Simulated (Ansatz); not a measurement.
Crystal: Pb.

```xyz
1
Lattice="-1.9797 1.9797 1.9797 1.9797 -1.9797 1.9797 1.9797 1.9797 -1.9797" Properties=species:S:1:pos:R:3 pbc="T T T"
Pb    0.0000    0.0000    0.0000
```

This isn't the form of Pb at room conditions, which is fcc.

```yaml
Program: Ansatz 0.2.0
Task: relaxation of cell and atoms
Functional: LDA
Potentials_or_basis: Ansatz PAW
Cutoff: "420 eV (not typed: the program's choice for these potentials)"
k_mesh: 9 × 9 × 9
Occupations: fermi-dirac, width 0.05 eV
Spin: no spin polarisation
```

At the start: volume 31.03 Å³/atom.

Q: How do energy, volume and symmetry change on relaxing?

A: It ends after 3 steps and the volume is 28.72 Å³/atom (-7.5 %); space group Im-3m (No. 229, to 0.05 Å).

The path:
| step | energy change (eV) | largest force (eV/Å) | volume (Å³) |
| --- | --- | --- | --- |
| 1 | 0.0000 | 0.0000 | 31.03 |
| 2 | -0.0271 | 0.0000 | 28.72 |
| 3 | -0.0269 | 0.0000 | 28.72 |

Final structure:
```
CELL_PARAMETERS angstrom
-1.92910 1.92910 1.92910
1.92910 -1.92910 1.92910
1.92910 1.92910 -1.92910
ATOMIC_POSITIONS crystal
Pb 0.00000 0.00000 0.00000
```

Caveat: the plane-wave basis is chosen anew once the cell has moved, so the energies of steps on either side of that aren't comparable; the PAW data sets come from PBE, with cores solved anew for the run's functional, which leaves a small shift of forces and pressure.
